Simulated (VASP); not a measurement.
# PtS2 (P-3m1) in VASP: further runs

One crystal, PtS2, is run at these levels: PBE; tasks: dielectric tensor.

Everything below comes from runs of VASP 6.6.1. Logs are shortened: lines on timing, memory, paths and dates and some standing lists are left out, and cuts for length are marked.

## 1. The structure

It takes space group P-3m1 (No. 164, trigonal). Conventional cell: a = 3.543 Å, b = 3.543 Å, c = 5.039 Å, α = 90.00°, β = 90.00°, γ = 120.00°. Pt (site symmetry -3m) is surrounded by 6 S at 2.34 Å. S (site symmetry 3m) has 3 Pt at 2.34 Å as nearest neighbours.

## 2. Dielectric tensor, PBE

The input, INCAR:

```
  PREC = Accurate
  ENCUT = 520
  EDIFF = 1E-8
  ISMEAR = 0
  SIGMA = 0.01
  LREAL = F
  LASPH = T
  NELM = 100
  ALGO = Normal
  ISIF = 2
  LWAVE = F
  LCHARG = F
  GGA = PE
  LEPSILON = T
```

The input, KPOINTS:

```
regular mesh
0
Gamma
  6 6 4
```

The input, POSCAR:

```
PtS2
1.0
    3.5432000000      0.0000000000      0.0000000000
   -1.7716000000      3.0685012107      0.0000000000
    0.0000000000      0.0000000000      5.0388000000
Pt S
1 2
Direct
    0.0000000000      0.0000000000      0.0000000000
    0.6666666667      0.3333333333      0.7730000000
    0.3333333333      0.6666666667      0.2270000000
```

Potentials or basis: VASP PAW PBE potentials, release 64 (Pt, S).

Run with:

```bash
> cat potpaw_PBE.64/Pt/POTCAR potpaw_PBE.64/S/POTCAR > POTCAR
> mpirun -np 1 vasp_std > vasp.out
```

OUTCAR:

```text
PREC = Accurate
   ENCUT = 520
   EDIFF = 1E-8
   ISMEAR = 0
   LREAL = F
   LASPH = T
   NELM = 100
   ISIF = 2
   GGA = PE
   LEPSILON = T

 Found     24 irreducible k-points:

 Following reciprocal coordinates:
            Coordinates               Weight
  0.000000  0.000000  0.000000      1.000000
  0.166667 -0.000000  0.000000      6.000000
  0.333333 -0.000000  0.000000      6.000000
  0.500000 -0.000000  0.000000      3.000000
  0.166667  0.166667  0.000000      6.000000
  0.333333  0.166667  0.000000     12.000000
   k-points           NKPTS =     24   k-points in BZ     NKDIM =     24   number of bands    NBANDS=     15
   number of dos      NEDOS =    301   number of ions     NIONS =      3
   total plane-waves  NPLWV =  31360
   dimension x,y,z NGX =    28 NGY =   28 NGZ =   40
   dimension x,y,z NGXF=    56 NGYF=   56 NGZF=   80
   ions per type =               1   2
   NGX,Y,Z   is equivalent  to a cutoff of  13.14, 13.14, 13.20 a.u.
   NGXF,Y,Z  is equivalent  to a cutoff of  26.28, 26.28, 26.39 a.u.
 SYSTEM =  unknown system
   PREC   = accura    normal or accurate (medium, high low for compatibility)
   ISTART =      0    job   : 0-new  1-cont  2-samecut
   ICHARG =      2    charge: 1-file 2-atom 10-const
   ISPIN  =      1    spin polarized calculation?
   LNONCOLLINEAR =      F non collinear calculations
   LSORBIT =      F    spin-orbit coupling
   LASPH  =      T    aspherical Exc in radial PAW
   ENCUT  =  520.0 eV  38.22 Ry    6.18 a.u.   6.59  6.59  9.37*2*pi/ulx,y,z
   NELM   =    100;   NELMIN=  2; NELMDL= -5     # of ELM steps
   EDIFF  = 0.1E-07   stopping-criterion for ELM
   LREAL  =      F    real-space projection
   EDIFFG = 0.1E-06   stopping-criterion for IOM
   NSW    =      0    number of steps for IOM
   IBRION =     -1    ionic relax: 0-MD 1-quasi-New 2-CG
   NFREE  =      0    steps in history (QN), initial steepest desc. (CG)
   ISIF   =      2    stress and relaxation
   ISYM   =      2    0-nonsym 1-usesym 2-fastsym
   POTIM  = 0.5000    time-step for ionic-motion
   TEBEG  =    0.0;   TEEND  =   0.0 temperature during run
   PSTRESS=    0.0 pullay stress
   NELECT =      22.0000    total number of electrons
   NUPDOWN=      -1.0000    fix difference up-down
   EMIN   =  10.00;   EMAX   =-10.00  energy-range for DOS
   EFERMI =   0.00;   METHOD = LEGACY
   ISMEAR =     0;   SIGMA  =   0.01  broadening in eV -4-tet -1-fermi 0-gaus
   EFERMI_NEDOS =   21; number of points for ismear=-14 and -15
   IALGO  =     38    algorithm
   IMIX   =      4    mixing-type and parameters
     AMIX     =   0.40;   BMIX     =  1.00
     AMIX_MAG =   1.60;   BMIX_MAG =  1.00
  volume/ion in A,a.u.               =      18.26       123.23
  Fermi-wavevector in a.u.,A,eV,Ry     =   1.207812  2.282434 19.848315  1.458810
  Thomas-Fermi vector in A             =   2.343439
   LORBIT       =      0    0 simple, 1 ext, 2 COOP (PROOUT), +10 PAW based schemes
   GGA     = PE    functional components
[... 158 lines left out ...]

  FREE ENERGIE OF THE ION-ELECTRON SYSTEM (eV)
  ---------------------------------------------------
  free  energy   TOTEN  =       -15.2688929461 eV

  energy  without entropy=      -15.2688929461  energy(sigma->0) =      -15.26889295

 HEAD OF MICROSCOPIC STATIC DIELECTRIC TENSOR (INDEPENDENT PARTICLE, excluding Hartree and local field effects)
 ------------------------------------------------------
          19.962768     0.000000     0.000000
          -0.000000    19.962768     0.000000
           0.000000     0.000000    11.659253
 ------------------------------------------------------

 Free energy of the ion-electron system (eV)
  ---------------------------------------------------
  ---------------------------------------------------
  free energy    TOTEN  =        -2.89372902 eV

  energy without entropy =       -2.89372902

------------------------ aborting loop because EDIFF is reached ----------------------------------------

--------------------------------------- Ionic step        2  -------------------------------------------

------------------------ aborting loop because EDIFF is reached ----------------------------------------

--------------------------------------- Ionic step        3  -------------------------------------------

 Free energy of the ion-electron system (eV)
  ---------------------------------------------------
  ---------------------------------------------------
  free energy    TOTEN  =        -1.23992934 eV

  energy without entropy =       -1.23992934

------------------------ aborting loop because EDIFF is reached ----------------------------------------

 PIEZOELECTRIC TENSOR FIELD DIRECTION 3  (e Angst)
 -----------------------------------------------------------------------------
     0.00236 -0.00000  0.00000           (  0.00005  0.00000  0.00000)
    -0.00000  0.00236  0.00000           (  0.00000  0.00005  0.00000)
     0.00000  0.00000 -0.00889           (  0.00000  0.00000  0.00001)

 PIEZOELECTRIC TENSOR FIELD DIRECTION 3  (C/m^2)
 -----------------------------------------------------------------------------
     0.00069 -0.00000  0.00000
    -0.00000  0.00069  0.00000
     0.00000  0.00000 -0.00260

 MACROSCOPIC STATIC DIELECTRIC TENSOR (including local field effects in DFT)
 ------------------------------------------------------
          18.704451     0.000000     0.000000
           0.000000    18.704451     0.000000
           0.000000     0.000000     8.780115
 ------------------------------------------------------

 PIEZOELECTRIC TENSOR (including local field effects)  for field in x, y, z        (e  Angst)
          XX          YY          ZZ          XY          YZ          ZX
  --------------------------------------------------------------------------------
  x     0.00000     0.00000     0.00000     0.00000     0.00000     0.00000
  y     0.00000     0.00000     0.00000     0.00000     0.00000     0.00000
  z     0.00000     0.00000     0.00000     0.00000     0.00000     0.00000

 PIEZOELECTRIC TENSOR (including local field effects)  for field in x, y, z        (C/m^2)
          XX          YY          ZZ          XY          YZ          ZX
  --------------------------------------------------------------------------------
  x     0.00000     0.00000     0.00000     0.00000     0.00000     0.00000
  y     0.00000     0.00000     0.00000     0.00000     0.00000     0.00000
  z     0.00000     0.00000     0.00000     0.00000     0.00000     0.00000

 BORN EFFECTIVE CHARGES (including local field effects) (in |e|, cummulative output)
 ---------------------------------------------------------------------------------
 ion    1
    1     3.00452     0.00000     0.00000
    2     0.00000     3.00452     0.00000
    3     0.00000    -0.00000    -0.58120
 ion    2
    1    -1.50226     0.00000     0.00000
    2     0.00000    -1.50226     0.00000
    3    -0.00000    -0.00000     0.29060
 ion    3
    1    -1.50226     0.00000     0.00000
    2     0.00000    -1.50226     0.00000
    3    -0.00000    -0.00000     0.29060
```

stdout:

```text
POSCAR found type information on POSCAR PtS
 POSCAR found :  2 types and       3 ions
 scaLAPACK will be used
 LDA part: xc-table for (Slater+PW92), standard interpolation
 POSCAR, INCAR and KPOINTS ok, starting setup
 FFT: planning ... GRIDC
 FFT: planning ... GRID_SOFT
 FFT: planning ... GRID
 WAVECAR not read
 entering main loop
 Linear response reoptimize wavefunctions to high precision
 Linear response G [H, r] |phi>, progress :
  Direction:   1
 Linear response G [H, r] |phi>, progress :
  Direction:   2
 Linear response G [H, r] |phi>, progress :
  Direction:   3
 Linear response to external field (no local field effect), progress :
  Direction:   1
 dielectric tensor                  component  1 :    22.680     1.360     0.302
 Linear response to external field (no local field effect), progress :
  Direction:   2
 dielectric tensor                  component  2 :     1.360    17.245    -1.136
 Linear response to external field (no local field effect), progress :
  Direction:   3
 dielectric tensor                  component  3 :     0.302    -1.136    11.659
 Linear response to external field, progress :
  Direction:   1
 dielectric tensor                  component  1 :    18.704     0.885     0.959
 Linear response to external field, progress :
  Direction:   2
 dielectric tensor                  component  2 :     0.878    18.704     0.000
 Linear response to external field, progress :
  Direction:   3
 dielectric tensor                  component  3 :     0.082    -1.088     8.780
 Born effective charges drift removed
```

Run time: 2.1 min. Hardware: 1 thread of Intel Xeon Platinum 8559C (Emerald Rapids), shared host; peak memory 0.26 GiB.

The run converged, but some of its settings lie outside the range that counts as converged, so its numbers aren't taken as properties of the crystal.

What came out:

```yaml
Band_gap_on_the_k_mesh: 0.98 eV, indirect (least direct gap 1.50 eV)
Electronic_dielectric_tensor_diagonal: 18.70, 18.70, 8.78
Born_charges_mean_of_the_diagonal: Pt +1.81; S -0.90 e
```

Caveat: spin-orbit coupling is left out, which moves the levels of the heavy elements.

## 3. Dielectric tensor, PBE

Edit INCAR of step 2 so:

```diff
@@ -1,3 +1,3 @@
   PREC = Accurate
-  ENCUT = 520
+  ENCUT = 340
   EDIFF = 1E-8
```

The input, KPOINTS:

```
regular mesh
0
Gamma
  8 8 5
```

POSCAR is that of step 2.

Potentials or basis: VASP PAW PBE potentials, release 64 (Pt, S).

Run with:

```bash
> cat potpaw_PBE.64/Pt/POTCAR potpaw_PBE.64/S/POTCAR > POTCAR
> mpirun -np 1 vasp_std > vasp.out
```

OUTCAR:

```text
PREC = Accurate
   ENCUT = 340
   EDIFF = 1E-8
   ISMEAR = 0
   LREAL = F
   LASPH = T
   NELM = 100
   ISIF = 2
   GGA = PE
   LEPSILON = T

 Found     40 irreducible k-points:

 Following reciprocal coordinates:
            Coordinates               Weight
  0.000000  0.000000  0.000000      1.000000
  0.125000  0.000000  0.000000      6.000000
  0.250000  0.000000  0.000000      6.000000
  0.375000  0.000000  0.000000      6.000000
  0.500000  0.000000  0.000000      3.000000
  0.125000  0.125000  0.000000      6.000000
   k-points           NKPTS =     40   k-points in BZ     NKDIM =     40   number of bands    NBANDS=     15
   number of dos      NEDOS =    301   number of ions     NIONS =      3
   total plane-waves  NPLWV =  17280
   dimension x,y,z NGX =    24 NGY =   24 NGZ =   30
   dimension x,y,z NGXF=    48 NGYF=   48 NGZF=   60
   ions per type =               1   2
[... 250 lines left out ...]
          18.354924     0.000000     0.000000
           0.000000    18.354924     0.000000
           0.000000     0.000000     9.962205
 ------------------------------------------------------

 PIEZOELECTRIC TENSOR (including local field effects)  for field in x, y, z        (e  Angst)
          XX          YY          ZZ          XY          YZ          ZX
  --------------------------------------------------------------------------------
  x     0.00000     0.00000     0.00000     0.00000     0.00000     0.00000
  y     0.00000     0.00000     0.00000     0.00000     0.00000     0.00000
  z     0.00000     0.00000     0.00000     0.00000     0.00000     0.00000

 PIEZOELECTRIC TENSOR (including local field effects)  for field in x, y, z        (C/m^2)
          XX          YY          ZZ          XY          YZ          ZX
  --------------------------------------------------------------------------------
  x     0.00000     0.00000     0.00000     0.00000     0.00000     0.00000
  y     0.00000     0.00000     0.00000     0.00000     0.00000     0.00000
  z     0.00000     0.00000     0.00000     0.00000     0.00000     0.00000

 BORN EFFECTIVE CHARGES (including local field effects) (in |e|, cummulative output)
 ---------------------------------------------------------------------------------
 ion    1
    1     2.95874     0.00000     0.00000
    2     0.00000     2.95874    -0.00000
    3     0.00000    -0.00000    -0.56682
 ion    2
    1    -1.47937     0.00000     0.00000
    2     0.00000    -1.47937    -0.00000
    3     0.00000     0.00000     0.28341
 ion    3
    1    -1.47937     0.00000     0.00000
    2     0.00000    -1.47937    -0.00000
    3     0.00000     0.00000     0.28341
```

OSZICAR:

```text
N       E                     dE             d eps       ncg     rms          rms(c)
DAV:   1     0.880335898237E+02    0.88034E+02   -0.83108E+03  1240   0.914E+02
DAV:   2    -0.132286979680E+02   -0.10126E+03   -0.98930E+02  1564   0.209E+02
DAV:   3    -0.166284735093E+02   -0.33998E+01   -0.33883E+01  1473   0.434E+01
[... 12 lines left out ...]
RMM:  10    -0.141954541502E+01    0.37392E-04   -0.84598E-06  2071   0.198E-03    0.895E-04
RMM:  11    -0.141955564516E+01   -0.10230E-04    0.20480E-06  2036   0.811E-04    0.431E-04
RMM:  12    -0.141956932236E+01   -0.13677E-04    0.12471E-06  1952   0.535E-04    0.134E-04
RMM:  13    -0.141956684439E+01    0.24780E-05    0.27850E-07  1535   0.150E-04    0.388E-05
RMM:  14    -0.141956713242E+01   -0.28803E-06   -0.14204E-07  1069   0.116E-04    0.113E-05
RMM:  15    -0.141956704111E+01    0.91313E-07   -0.64186E-08   520   0.924E-05    0.272E-06
```

stdout:

```text
POSCAR found type information on POSCAR PtS
 POSCAR found :  2 types and       3 ions
 scaLAPACK will be used
 LDA part: xc-table for (Slater+PW92), standard interpolation
 POSCAR, INCAR and KPOINTS ok, starting setup
 FFT: planning ... GRIDC
 FFT: planning ... GRID_SOFT
 FFT: planning ... GRID
 WAVECAR not read
 entering main loop
 Linear response reoptimize wavefunctions to high precision
 Linear response G [H, r] |phi>, progress :
  Direction:   1
 Linear response G [H, r] |phi>, progress :
  Direction:   2
 Linear response G [H, r] |phi>, progress :
  Direction:   3
 Linear response to external field (no local field effect), progress :
  Direction:   1
 dielectric tensor                  component  1 :    21.208     1.295    -1.206
 Linear response to external field (no local field effect), progress :
  Direction:   2
 dielectric tensor                  component  2 :     1.295    17.965    -1.930
 Linear response to external field (no local field effect), progress :
  Direction:   3
 dielectric tensor                  component  3 :    -1.206    -1.930    12.828
 Linear response to external field, progress :
  Direction:   1
 dielectric tensor                  component  1 :    18.355     0.206     0.889
 Linear response to external field, progress :
  Direction:   2
 dielectric tensor                  component  2 :     0.208    18.355     0.000
 Linear response to external field, progress :
  Direction:   3
 dielectric tensor                  component  3 :    -1.288    -1.831     9.962
 Born effective charges drift removed
```

It took 1.7 min on 1 thread of Intel Xeon Platinum 8559C (Emerald Rapids), shared host; peak memory 0.22 GiB.

The run converged, but some of its settings lie outside the range that counts as converged, so its numbers aren't taken as properties of the crystal.

Results:

```yaml
Band_gap_on_the_k_mesh: 0.98 eV, indirect (least direct gap 1.02 eV)
Electronic_dielectric_tensor_diagonal: 18.35, 18.35, 9.96
Born_charges_mean_of_the_diagonal: Pt +1.78; S -0.89 e
```

Caveat: spin-orbit coupling is left out, which moves the levels of the heavy elements; an odd mesh through Γ misses points on the zone boundary, where band edges often lie.

(Part 1 of 2 ends here.)
